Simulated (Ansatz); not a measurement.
**Cu: start and end of a relaxation**

Recipe of this trial structure of Cu: random cell by space group and Wyckoff sites (Fd-3m, No. 227). Its size is a rough estimate.

start.cif

```cif
data_structure
_symmetry_space_group_name_H-M 'Fd-3m:1'
_symmetry_Int_Tables_number 227
_cell_length_a 7.4034
_cell_length_b 7.4034
_cell_length_c 7.4034
_cell_angle_alpha 90.000
_cell_angle_beta 90.000
_cell_angle_gamma 90.000
_cell_volume 405.79
loop_
_atom_site_label
_atom_site_type_symbol
_atom_site_symmetry_multiplicity
_atom_site_Wyckoff_symbol
_atom_site_fract_x
_atom_site_fract_y
_atom_site_fract_z
_atom_site_occupancy
Cu1 Cu 32 e 0.38318 0.38318 0.38318 1
```

Level of theory: DFT PBE, scalar-relativistic, plane waves, PAW (Ansatz). Cutoff 420 eV, Gaussian smearing, Γ-centred meshes. Cell and atoms relax first on a coarse mesh and then on a finer one. In between, the cell is made exact in the group found at 0.06 Å. In metals the finer mesh still leaves noise of several meV/atom or more. The steps can't lower the symmetry of their start. No spin polarisation.

end.cif

```cif
data_structure
_symmetry_space_group_name_H-M 'Fm-3m'
_symmetry_Int_Tables_number 225
_cell_length_a 3.6297
_cell_length_b 3.6297
_cell_length_c 3.6297
_cell_angle_alpha 90.000
_cell_angle_beta 90.000
_cell_angle_gamma 90.000
_cell_volume 47.82
loop_
_atom_site_label
_atom_site_type_symbol
_atom_site_symmetry_multiplicity
_atom_site_Wyckoff_symbol
_atom_site_fract_x
_atom_site_fract_y
_atom_site_fract_z
_atom_site_occupancy
Cu1 Cu 4 b 0.50000 0.00000 0.00000 1
```

The symmetry goes from Fd-3m (No. 227) to Fm-3m (No. 225), and the primitive cell from 8 to 1 atom. The end has the fcc type. The volume per atom shrinks by 5.7 %, from 12.7 to 12.0 Å³. The shortest distance goes from 2.45 Å (Cu–Cu) to 2.57 Å (Cu–Cu). The energy falls by about 0.11 eV/atom (the start's value is from the coarse mesh). The end is written in a standard setting, so origin, axes and order of atoms can differ from the start's.

For Cu, the volume per atom is 11.95 Å³ and the density is 8.83 g/cm³. The energy over the standard state is 0.00 eV/atom. The gap on the 26×26×26 mesh of the 1-atom cell is 0 eV (a metal).

Energies count from the standard state of Cu at the same level. It is level with the standard state within the noise.

The last run used Gaussian smearing of 0.10 eV. The k mesh leaves some 4 meV/atom of noise in the energy of each metallic cell. Symmetry constrained the relaxation, so the result can be a saddle point. In all, the 3 runs took 49 s on 1 thread of Arm Neoverse V2, with other jobs on the host.
